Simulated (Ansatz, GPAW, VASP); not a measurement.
ZnSe: programs and potentials compared

```xyz
2
Lattice="0.0000 2.8338 2.8338 2.8338 0.0000 2.8338 2.8338 2.8338 0.0000" Properties=species:S:1:pos:R:3 pbc="T T T"
Se    4.2507    4.2507    4.2507
Zn    0.0000    0.0000    0.0000
```

Alike in all runs: task single point; functional PBE; k mesh 8 × 8 × 8; occupations gaussian, width 0.05 eV; no spin polarisation; no spin-orbit coupling. Pressure is positive in compression and, in plane waves, holds the error of the finite cutoff.

| program and potentials | plane-wave cutoff (eV) | notes | band gap (eV) | pressure (GPa) |
| --- | --- | --- | --- | --- |
| Ansatz, all-electron LAPW, scalar-relativistic | - | - | ? | ? |
| GPAW, GPAW PAW data sets (gpaw-data 1.2.1) | 600 | - | 1.30 | 2.09 |
| VASP, PBE PAW files Se, Zn, release 54, 520 eV | 520 | - | 1.29 | 2.47 |

**Question.** Estimate from the other rows what the run with Ansatz, all-electron LAPW, scalar-relativistic gave.

**Answer.** Band gap 1.29 eV; pressure 2.12 GPa. The other rows, which needn't bracket it: band gap 1.29 to 1.30; pressure 2.09 to 2.47.
